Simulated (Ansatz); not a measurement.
Phonons of Li3N (Li3N type, space group P6/mmm) at Γ, M = (0.5, 0.0, 0.0), A = (0.0, 0.0, 0.5), L = (0.5, 0.0, 0.5).

Li₃N (Li3N type, space group P6/mmm)

```yaml
crystal:
  lattice:
    - [3.63435, 0.00000, 0.00000]
    - [-1.81718, 3.14744, 0.00000]
    - [0.00000, 0.00000, 3.86452]
  atoms:
    - { symbol: Li, position: [0.00000, 0.00000, 0.50000] }
    - { symbol: Li, position: [0.33333, 0.66667, 0.00000] }
    - { symbol: Li, position: [0.66667, 0.33333, 0.00000] }
    - { symbol: N, position: [0.00000, 0.00000, 0.00000] }
```

Calculation: PBE (plane waves to 420 eV, PAW, scalar-relativistic; Ansatz, an electronic-structure program). Harmonic phonons by density-functional perturbation theory on a 10×10×10 k mesh, in cm⁻¹; i marks imaginary ones, q is in fractions of the reciprocal vectors of the cell shown, and the three acoustic modes at Γ are left out. The non-analytic (LO-TO) term is not included, so polar modes at Γ have their transverse values. Li3N was relaxed with its symmetry unable to fall.

| q | wavenumbers (cm⁻¹) |
|---|---|
| Γ | 66i, 320 (×2), 406 (×2), 484, 613 (×2), 667 |
| M = (0.5, 0.0, 0.0) | 116, 249, 266, 292, 305, 317, 373, 383, 493, 618, 649, 661 |
| A = (0.0, 0.0, 0.5) | 90, 116 (×2), 276, 285 (×2), 402 (×2), 562, 612 (×2), 633 |
| L = (0.5, 0.0, 0.5) | 129, 214, 265, 303, 322, 375, 468, 474, 480, 551, 645, 649 |

The structure is unstable at this level: the lowest mode is 66i cm⁻¹ at Γ. Li3N is measured in this form, so the imaginary mode is a miss of this level unless the crystal transforms on cooling or is held by pressure.

Highest mode: 667 cm⁻¹ at Γ.
